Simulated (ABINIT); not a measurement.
Runs of ABINIT 10.8.3 (patched build) on Sb. It takes space group Im-3m (No. 229, cubic). The conventional cell has a = 3.743 Å, b = 3.743 Å, c = 3.743 Å, α = 90.00°, β = 90.00°, γ = 90.00°. Sb (site symmetry m-3m) has 8 Sb at 3.24 Å as nearest neighbours. This isn't the form of Sb at room conditions, which is rhombohedral.

```tsv
task	level	potentials or basis	cell	cutoff (eV)	fine-grid cutoff	gap on the mesh (eV)	pressure (GPa)	V0 of scaled cells (Å³/atom)	B0 (GPa)
equation of state	r2SCAN	JTH PAW PBE v2.0	as given	517	1034.03 eV	-	-	27.28	62
single point	PBE	JTH PAW PBE v2.0	as given	435	870.764 eV	none	3.0	-	-
equation of state	PBEsol	JTH PAW PBE v2.0	as given	435	870.764 eV	-	-	26.22	(a)
equation of state	LDA	JTH PAW LDA v2.0	as given	435	870.764 eV	-	-	25.73	(b)
single point	PBE	JTH PAW PBE v2.0	cell strained at random at fixed volume	435	870.764 eV	none	2.9	-	-
```

Alike in all rows: no spin polarisation; k mesh 10 × 10 × 10; smearing fermi-dirac 0.05 eV.

**Question.** Estimate the missing entries.

**Answer.** (a) 67; (b) 70.

Caveats: pressures at fixed basis lie under the slope of the energies (some runs); the PAW data sets were made with another functional, which shifts forces and pressure a little (some runs).

A k mesh can miss the band edges, and the runs leave out spin-orbit coupling on Sb.

A gap of «none» marks a metal or a gap under the smearing width.
